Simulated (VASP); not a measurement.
# GaSb (F-43m) in VASP: settings compared

GaSb is run at these levels: RPBE, PBE; tasks: single point, relaxation of cell and atoms.

Everything below comes from runs of VASP 6.6.1. Logs are shortened: lines on timing, memory, paths and dates and some standing lists are left out, and cuts for length are marked.

**Measured values to compare with.**

From a printed reference work, data compilation, for a bulk crystal of GaSb at 4.2 K: band gap 0.811 eV (direct).

The runs below are set against these values where they give the same quantity.

## 1. The cell of the first run

The structure is cubic, space group F-43m (No. 216). The conventional cell has a = 6.285 Å, b = 6.285 Å, c = 6.285 Å, α = 90.00°, β = 90.00°, γ = 90.00°. Sb (site symmetry -43m) has 4 Ga at 2.72 Å within 3.6 Å. Ga (site symmetry -43m) has 4 Sb at 2.72 Å within 3.6 Å.

## 2. Single point, RPBE

INCAR

```
SYSTEM = GaSb
  PREC = Accurate
  ENCUT = 520
  EDIFF = 1E-6
  ISMEAR = -1
  SIGMA = 0.05
  LREAL = .False.
  LASPH = .True.
  NELM = 80
  ALGO = Normal
  ISIF = 2
  LWAVE = .False.
  LCHARG = .True.
  GGA = RP
  LELF = .True.
  LVHAR = .True.
  NBANDS = 16
```

KPOINTS

```
regular mesh
0
Gamma
  8 8 8
  0 0 0
```

POSCAR

```
GaSb
1.0
    0.0000000000      3.1423775688      3.1423775688
    3.1423775688      0.0000000000      3.1423775688
    3.1423775688      3.1423775688      0.0000000000
Sb Ga
1 1
Direct
    0.7500000000      0.7500000000      0.7500000000
    0.0000000000      0.0000000000      0.0000000000
```

Potentials or basis: VASP PAW PBE potentials, release 64 (Sb, Ga_d).

On the command line:

```bash
> cat potpaw_PBE.64/Sb/POTCAR potpaw_PBE.64/Ga_d/POTCAR > POTCAR
> mpirun -np 1 vasp_std > vasp.out
```

OUTCAR:

```text
SYSTEM = GaSb
   PREC = Accurate
   ENCUT = 520
   EDIFF = 1E-6
   ISMEAR = -1
   LREAL = .False.
   LASPH = .True.
   NELM = 80
   ISIF = 2
   GGA = RP

 ion  position               nearest neighbor table
   1  0.750  0.750  0.750-   2 2.72   2 2.72   2 2.72   2 2.72
   2  0.000  0.000  0.000-   1 2.72   1 2.72   1 2.72   1 2.72

  LATTYP: Found a face centered cubic cell.
 ALAT       =     6.2847551376

  Lattice vectors:

 A1 = (   0.0000000000,   3.1423775688,   3.1423775688)
 A2 = (   3.1423775688,   0.0000000000,   3.1423775688)
 A3 = (   3.1423775688,   3.1423775688,   0.0000000000)

Analysis of symmetry for initial positions (statically):
=====================================================================
 Subroutine PRICEL returns:
 Original cell was already a primitive cell.

 Routine SETGRP: Setting up the symmetry group for a
 face centered cubic supercell.

 Subroutine GETGRP returns: Found 24 space group operations
 (whereof 24 operations were pure point group operations)
 out of a pool of 48 trial point group operations.

The static configuration has the point symmetry T_d .

Analysis of symmetry for dynamics (positions and initial velocities):
=====================================================================
 Subroutine PRICEL returns:
 Original cell was already a primitive cell.

 Routine SETGRP: Setting up the symmetry group for a
 face centered cubic supercell.

 Subroutine GETGRP returns: Found 24 space group operations
 (whereof 24 operations were pure point group operations)
 out of a pool of 48 trial point group operations.

The dynamic configuration has the point symmetry T_d .

 Subroutine INISYM returns: Found 24 space group operations
 (whereof 24 operations are pure point group operations),
 and found     1 'primitive' translations

----------------------------------------------------------------------------------------

                                     Primitive cell

  volume of cell :      62.0590

  direct lattice vectors                    reciprocal lattice vectors
     0.000000000  3.142377569  3.142377569    -0.159115189  0.159115189  0.159115189
     3.142377569  0.000000000  3.142377569     0.159115189 -0.159115189  0.159115189
     3.142377569  3.142377569  0.000000000     0.159115189  0.159115189 -0.159115189
[... 74 lines left out ...]
 SYSTEM =  GaSb
   PREC   = accura    normal or accurate (medium, high low for compatibility)
   ISTART =      0    job   : 0-new  1-cont  2-samecut
   ICHARG =      2    charge: 1-file 2-atom 10-const
   ISPIN  =      1    spin polarized calculation?
   LNONCOLLINEAR =      F non collinear calculations
   LSORBIT =      F    spin-orbit coupling
   LASPH  =      T    aspherical Exc in radial PAW
   ENCUT  =  520.0 eV  38.22 Ry    6.18 a.u.   8.26  8.26  8.26*2*pi/ulx,y,z
   NELM   =     80;   NELMIN=  2; NELMDL= -5     # of ELM steps
   EDIFF  = 0.1E-05   stopping-criterion for ELM
   LREAL  =      F    real-space projection
   EDIFFG = 0.1E-04   stopping-criterion for IOM
   NSW    =      0    number of steps for IOM
   IBRION =     -1    ionic relax: 0-MD 1-quasi-New 2-CG
   NFREE  =      0    steps in history (QN), initial steepest desc. (CG)
   ISIF   =      2    stress and relaxation
   ISYM   =      2    0-nonsym 1-usesym 2-fastsym
   POTIM  = 0.5000    time-step for ionic-motion
   TEBEG  =    0.0;   TEEND  =   0.0 temperature during run
   PSTRESS=    0.0 pullay stress
   NELECT =      18.0000    total number of electrons
   NUPDOWN=      -1.0000    fix difference up-down
   EMIN   =  10.00;   EMAX   =-10.00  energy-range for DOS
   EFERMI =   0.00;   METHOD = LEGACY
   ISMEAR =    -1;   SIGMA  =   0.05  broadening in eV -4-tet -1-fermi 0-gaus
   EFERMI_NEDOS =   21; number of points for ismear=-14 and -15
   IALGO  =     38    algorithm
   IMIX   =      4    mixing-type and parameters
     AMIX     =   0.40;   BMIX     =  1.00
     AMIX_MAG =   1.60;   BMIX_MAG =  1.00
  volume/ion in A,a.u.               =      31.03       209.40
  Fermi-wavevector in a.u.,A,eV,Ry     =   1.083671  2.047841 15.977893  1.174342
  Thomas-Fermi vector in A             =   2.219742
   LORBIT       =      0    0 simple, 1 ext, 2 COOP (PROOUT), +10 PAW based schemes
   GGA     = RP    functional components
   LHFCALC =     F    Hartree Fock is set to
   AEXX    =    0.0000 exact exchange contribution
   IVDW    =     0    specifies the selected vdW correction
   LEPSILON=     F    determine dielectric tensor
   LRPA    =     F    only Hartree local field effects (RPA)
 non-spin polarized calculation
  energy-cutoff  :      520.00
  volume of cell :       62.06
 maximum number of plane-waves:      1700
 NGX is ok and might be reduce to    36
   NGX = 17   NGY = 17   NGZ = 17

 number of electron      18.0000001 magnetization

 Free energy of the ion-electron system (eV)
  ---------------------------------------------------
  ext. energy  EPLUGINS =         0.00000000
  ---------------------------------------------------
  free energy    TOTEN  =        -6.70735733 eV

  energy without entropy =       -6.70683666  energy(sigma->0) =       -6.70709699

 E-fermi :   4.2348     XC(G=0):  -8.5584

 val. band max:        4.1928737289   @ k =   0.0000   0.0000   0.0000
 cond. band min:       4.5225377224   @ k =   0.5000   0.0000   0.0000
 fundamental gap:      0.3296639935
 Fermi energy:         4.2348068206

 k-point     1 :       0.0000    0.0000    0.0000
  band No.  band energies     occupation
      1     -10.7072      2.00000
      2     -10.7072      2.00000
      3     -10.7072      2.00000
      4     -10.6691      2.00000
      5     -10.6691      2.00000
      6      -6.7166      2.00000
[... 433 lines left out ...]
      3     -10.6948      2.00000
      4     -10.6711      2.00000
      5     -10.6687      2.00000
      6      -4.9854      2.00000
[... 8 lines left out ...]
     15      13.8217      0.00000
     16      14.1015      0.00000

 [... further k-points ...]
[... 5 lines left out ...]
  --------------------------------------------------------------------------------------
  -------------------------------------------------------------------------------------
  Total        0.0202241      0.0202241      0.0202241      0.0000000      0.0000000     -0.0000000
  in kB        0.5221261      0.5221261      0.5221261      0.0000000      0.0000000     -0.0000000
  external PRESSURE =       0.5221261 kB  Pullay stress =       0.0000000 kB

 VOLUME and BASIS-vectors are now :
 -----------------------------------------------------------------------------
  energy-cutoff  :      520.00
  volume of cell :       62.06
      direct lattice vectors                 reciprocal lattice vectors
     0.000000000  3.142377569  3.142377569    -0.159115189  0.159115189  0.159115189
     3.142377569  0.000000000  3.142377569     0.159115189 -0.159115189  0.159115189
     3.142377569  3.142377569  0.000000000     0.159115189  0.159115189 -0.159115189

 POSITION                                       TOTAL-FORCE (eV/Angst)
 -----------------------------------------------------------------------------------
      4.71357      4.71357      4.71357         0.000000      0.000000      0.000000
      0.00000      0.00000      0.00000        -0.000000     -0.000000     -0.000000
 -----------------------------------------------------------------------------------
    total drift:                               -0.000001     -0.000001     -0.000001

  FREE ENERGIE OF THE ION-ELECTRON SYSTEM (eV)
  ---------------------------------------------------
  free  energy   TOTEN  =        -6.7073573266 eV

  energy  without entropy=       -6.7068366627  energy(sigma->0) =       -6.70709699
```

OSZICAR:

```text
N       E                     dE             d eps       ncg     rms          rms(c)
DAV:   1     0.820432663418E+02    0.82043E+02   -0.85559E+03   936   0.134E+03
DAV:   2    -0.399607513422E+00   -0.82443E+02   -0.79691E+02  1104   0.292E+02
DAV:   3    -0.660378851909E+01   -0.62042E+01   -0.61911E+01  1136   0.644E+01
DAV:   4    -0.671269551889E+01   -0.10891E+00   -0.10889E+00  1152   0.954E+00
DAV:   5    -0.671547124245E+01   -0.27757E-02   -0.27757E-02  1200   0.134E+00    0.296E+00
DAV:   6    -0.669944555596E+01    0.16026E-01   -0.56304E-02  1344   0.344E+00    0.179E+00
DAV:   7    -0.670307127549E+01   -0.36257E-02   -0.34088E-02  1080   0.145E+00    0.349E-01
DAV:   8    -0.670601323644E+01   -0.29420E-02   -0.53903E-03  1104   0.750E-01    0.662E-02
DAV:   9    -0.670708249428E+01   -0.10693E-02   -0.13021E-03  1128   0.248E-01    0.321E-02
DAV:  10    -0.670733336080E+01   -0.25087E-03   -0.39923E-04  1024   0.956E-02    0.873E-03
DAV:  11    -0.670735342997E+01   -0.20069E-04   -0.42740E-05  1184   0.538E-02    0.590E-03
DAV:  12    -0.670735725751E+01   -0.38275E-05   -0.78748E-06  1048   0.154E-02    0.237E-03
DAV:  13    -0.670735732656E+01   -0.69052E-07   -0.10602E-07   984   0.248E-03
   1 F= -.67073573E+01 E0= -.67070970E+01  d E =-.520664E-03
```

It took 28 s on 1 thread of Intel Xeon Platinum 8488C (Sapphire Rapids), shared host; peak memory 0.21 GiB.

What came out:

```
Free energy            : -6.7074 eV
Pressure               : 0.1 GPa
Band gap on the k mesh : zero (filled and empty bands touch)
```

Levels at points of the mesh, in eV from the Fermi level:
```tsv
k point	band 7	band 8	band 9	band 10	band 11	band 12
(0.00, 0.00, 0.00)	-0.47	-0.04	-0.04	-0.04	2.77	2.77
(0.50, 0.00, 0.00)	-5.99	-1.07	-1.07	0.29	3.73	3.73
(0.50, 0.50, 0.00)	-6.47	-2.34	-2.34	1.02	1.46	8.16
```

Caveat: the PAW data sets were made with another functional, which shifts forces and pressure a little; spin-orbit coupling is left out, which moves the levels of the heavy elements.

## 3. Relaxation of cell and atoms, PBE

This run uses another cell than the first one, of 28.62 Å³/atom, 0.922 times its volume.

INCAR

```
  PREC = Accurate
  ENCUT = 600
  EDIFF = 1E-7
  ISMEAR = -1
  SIGMA = 0.05
  LREAL = False
  LASPH = True
  NELM = 60
  ALGO = Normal
  ISIF = 3
  LWAVE = False
  LCHARG = False
  GGA = PE
  IBRION = 2
  NSW = 80
  EDIFFG = -0.02
```

KPOINTS

```
Automatic mesh
0
Gamma
  8 8 8
```

POSCAR

```
GaSb
1.0
    0.0000000000      3.0590000000      3.0590000000
    3.0590000000      0.0000000000      3.0590000000
    3.0590000000      3.0590000000      0.0000000000
Sb Ga
1 1
Direct
    0.7500000000      0.7500000000      0.7500000000
    0.0000000000      0.0000000000      0.0000000000
```

Potentials or basis: VASP PAW PBE potentials, release 64 (Sb, Ga_d).

On the command line:

```bash
> cat potpaw_PBE.64/Sb/POTCAR potpaw_PBE.64/Ga_d/POTCAR > POTCAR
> mpirun -np 1 vasp_std > vasp.out
```

Run time: 57 s. Hardware: 1 thread of Intel Xeon Platinum 8488C (Sapphire Rapids), shared host; peak memory 0.21 GiB.

Results (log left out):

```
Free energy                            : -7.3663 eV
Relaxed volume                         : 30.04 Å³/atom
Relaxed cell                           : a = 4.396 Å, b = 4.396 Å, c = 4.396 Å, α = 60.00°, β = 60.00°, γ = 60.00°
Space group after relaxing (to 0.05 Å) : F-43m (No. 216)
Energy gained by relaxing              : 10.2 meV/atom
Ionic steps                            : 3
Pressure after relaxing                : 0.0 GPa
Band gap on the k mesh                 : zero (filled and empty bands touch)
```

Step by step:
```
step  energy change (eV)  largest force (eV/Å)  pressure (GPa)  volume (Å³)
   1              0.0000                0.0000            2.40        57.25
   2             -0.0189                0.0000           -0.57        60.88
   3             -0.0203                0.0000           -0.03        60.08
```

Final structure:
```yaml
crystal:
  lattice:
    - [0.00000, 3.10854, 3.10854]
    - [3.10854, 0.00000, 3.10854]
    - [3.10854, 3.10854, 0.00000]
  atoms:
    - { symbol: Sb, position: [0.75000, 0.75000, 0.75000] }
    - { symbol: Ga, position: [0.00000, 0.00000, 0.00000] }
```

Levels at points of the mesh, in eV from the Fermi level:
```tsv
k point	band 6	band 7	band 8	band 9	band 10	band 11	band 12	band 13
(0.00, 0.00, 0.00)	-11.19	-0.34	-0.04	-0.04	-0.04	2.75	2.75	2.75
(0.50, 0.00, 0.00)	-9.69	-6.18	-1.12	-1.12	0.27	3.71	3.71	6.45
(0.50, 0.50, 0.00)	-8.93	-6.64	-2.45	-2.45	0.91	1.30	8.33	8.33
```

Caveat: spin-orbit coupling is left out, which moves the levels of the heavy elements. PBE usually gives volumes a little too large and moduli too small.

## 4. Relaxation of cell and atoms, RPBE

This run uses another cell than the first one, of 28.62 Å³/atom, 0.922 times its volume.

INCAR

```
SYSTEM = GaSb
  PREC = Accurate
  ENCUT = 600
  EDIFF = 1E-6
  ISMEAR = -1
  SIGMA = 0.05
  LREAL = .FALSE.
  LASPH = .TRUE.
  NELM = 100
  ALGO = Normal
  ISIF = 3
  LWAVE = .FALSE.
  LCHARG = .FALSE.
  GGA = RP
  IBRION = 2
  NSW = 80
  EDIFFG = -0.005
```

KPOINTS

```
Automatic mesh
0
G
  8 8 8
  0 0 0
```

POSCAR is that of step 3.

Potentials or basis: VASP PAW PBE potentials, release 64 (Sb, Ga_d).

On the command line:

```bash
> cat potpaw_PBE.64/Sb/POTCAR potpaw_PBE.64/Ga_d/POTCAR > POTCAR
> mpirun -np 1 vasp_std > vasp.out
```

OUTCAR:

```text
SYSTEM = GaSb
   PREC = Accurate
   ENCUT = 600
   EDIFF = 1E-6
   ISMEAR = -1
   LREAL = .FALSE.
   LASPH = .TRUE.
   NELM = 100
   ISIF = 3
   GGA = RP
   IBRION = 2
   NSW = 80
   EDIFFG = -0.005

 ion  position               nearest neighbor table
   1  0.750  0.750  0.750-   2 2.65   2 2.65   2 2.65   2 2.65
   2  0.000  0.000  0.000-   1 2.65   1 2.65   1 2.65   1 2.65

  LATTYP: Found a face centered cubic cell.
 ALAT       =     6.1180000000

  Lattice vectors:

 A1 = (   0.0000000000,   3.0590000000,   3.0590000000)
 A2 = (   3.0590000000,   0.0000000000,   3.0590000000)
 A3 = (   3.0590000000,   3.0590000000,   0.0000000000)

Analysis of symmetry for initial positions (statically):
=====================================================================
 Subroutine PRICEL returns:
 Original cell was already a primitive cell.

[... 671 lines left out ...]

 number of electron      18.0000001 magnetization

------------------------ aborting loop because EDIFF is reached ----------------------------------------
[... 67 lines left out ...]
--------------------------------------- Ionic step       11  -------------------------------------------

 number of electron      18.0000001 magnetization

 Free energy of the ion-electron system (eV)
  ---------------------------------------------------
  ext. energy  EPLUGINS =         0.00000000
  ---------------------------------------------------
  free energy    TOTEN  =        -6.70676596 eV

  energy without entropy =       -6.70624539  energy(sigma->0) =       -6.70650568

 E-fermi :   4.2353     XC(G=0):  -8.5587

 val. band max:        4.1934131210   @ k =   0.0000   0.0000   0.0000
 cond. band min:       4.5231900533   @ k =   0.5000   0.0000   0.0000
 fundamental gap:      0.3297769324
 Fermi energy:         4.2353452661

 k-point     1 :       0.0000    0.0000    0.0000
  band No.  band energies     occupation
      1     -10.7068      2.00000
      2     -10.7068      2.00000
      3     -10.7068      2.00000
      4     -10.6687      2.00000
      5     -10.6687      2.00000
      6      -6.7165      2.00000
      7       3.7701      1.99982
      8       4.1934      1.39638
      9       4.1934      1.39636
     10       4.1934      1.39636
     11       7.0044      0.00000
     12       7.0044      0.00000
     13       7.0044      0.00000
[... 397 lines left out ...]
  FREE ENERGIE OF THE ION-ELECTRON SYSTEM (eV)
  ---------------------------------------------------
  free  energy   TOTEN  =        -6.7067659627 eV

  energy  without entropy=       -6.7062453918  energy(sigma->0) =       -6.70650568

 reached required accuracy - stopping structural energy minimisation
```

Run time: 89 s. Hardware: 1 thread of Intel Xeon Platinum 8488C (Sapphire Rapids), shared host; peak memory 0.23 GiB.

What came out:

- Free energy: -6.7068 eV
- Relaxed volume: 31.03 Å³/atom
- Relaxed cell: a = 4.444 Å, b = 4.444 Å, c = 4.444 Å, α = 60.00°, β = 60.00°, γ = 60.00°
- Space group after relaxing (to 0.05 Å): F-43m (No. 216)
- Energy gained by relaxing: 27.9 meV/atom
- Ionic steps: 11
- Pressure after relaxing: 0.0 GPa
- Band gap on the k mesh: zero (filled and empty bands touch)

Step by step:
```tsv
step	energy change (eV)	largest force (eV/Å)	pressure (GPa)	volume (Å³)
1	0.0000	0.0000	3.95	57.25
2	-0.0532	0.0000	-0.68	63.30
3	-0.0559	0.0000	-0.07	62.13
4	-0.0559	0.0000	0.11	62.03
5	-0.0559	0.0000	0.03	62.04
6	-0.0559	0.0000	0.06	62.04
7	-0.0559	0.0000	0.05	62.04
8	-0.0559	0.0000	0.06	62.04
9	-0.0559	0.0000	0.06	62.04
10	-0.0559	0.0000	0.06	62.05
11	-0.0559	0.0000	0.01	62.06
```

Final structure:
```cif
data_structure
_symmetry_space_group_name_H-M 'P 1'
_symmetry_Int_Tables_number 1
_cell_length_a 4.4439
_cell_length_b 4.4439
_cell_length_c 4.4439
_cell_angle_alpha 60.000
_cell_angle_beta 60.000
_cell_angle_gamma 60.000
_cell_volume 62.06
loop_
_atom_site_label
_atom_site_type_symbol
_atom_site_fract_x
_atom_site_fract_y
_atom_site_fract_z
_atom_site_occupancy
Sb1 Sb 0.75000 0.75000 0.75000 1
Ga1 Ga 0.00000 0.00000 0.00000 1
```

Levels at points of the mesh, in eV from the Fermi level:
```tsv
k point	band 7	band 8	band 9	band 10	band 11	band 12
(0.00, 0.00, 0.00)	-0.47	-0.04	-0.04	-0.04	2.77	2.77
(0.50, 0.00, 0.00)	-5.99	-1.07	-1.07	0.29	3.73	3.73
(0.50, 0.50, 0.00)	-6.47	-2.34	-2.34	1.02	1.46	8.16
```

Caveat: the PAW data sets were made with another functional, which shifts forces and pressure a little; spin-orbit coupling is left out, which moves the levels of the heavy elements. Zero-point motion and thermal expansion aren't in these numbers.

## 5. Overview

| task | level | cell | cutoff (eV) | gap on the mesh (eV) | pressure (GPa) | relaxed volume (Å³/atom) |
| --- | --- | --- | --- | --- | --- | --- |
| single point | RPBE | a = 4.444 Å, angles 60.0°, 2 atoms | 520 | none | 0.1 | - |
| relaxation of cell and atoms | PBE | relaxed from a = 4.326 Å, angles 60.0°, 2 atoms | 600 | none | 0.0 | 30.04 |
| relaxation of cell and atoms | RPBE | relaxed from a = 4.326 Å, angles 60.0°, 2 atoms | 600 | none | 0.0 | 31.03 |

Alike in all rows: potentials or basis VASP PAW PBE potentials, release 64 (Sb, Ga_d); no spin polarisation; k mesh 8 × 8 × 8; smearing fermi-dirac 0.05 eV.

Caveats: spin-orbit coupling is left out, which moves the levels of the heavy elements; the PAW data sets were made with another functional, which shifts forces and pressure a little (some runs).

Absolute energies hang on the potentials; compare differences alone.

## 6. Comparison with measurements

Step 2. Against the measured gap of GaSb, 0.811 eV (direct; 4.2 K; a printed reference work, data compilation), the calculated 0.00 eV is off by -0.81 eV. Spin-orbit coupling on Ga, Sb is left out. The value is that of RPBE on a finite k mesh, which can miss the band edges, without temperature or zero-point motion. Semilocal functionals fall short of measured gaps as a rule.
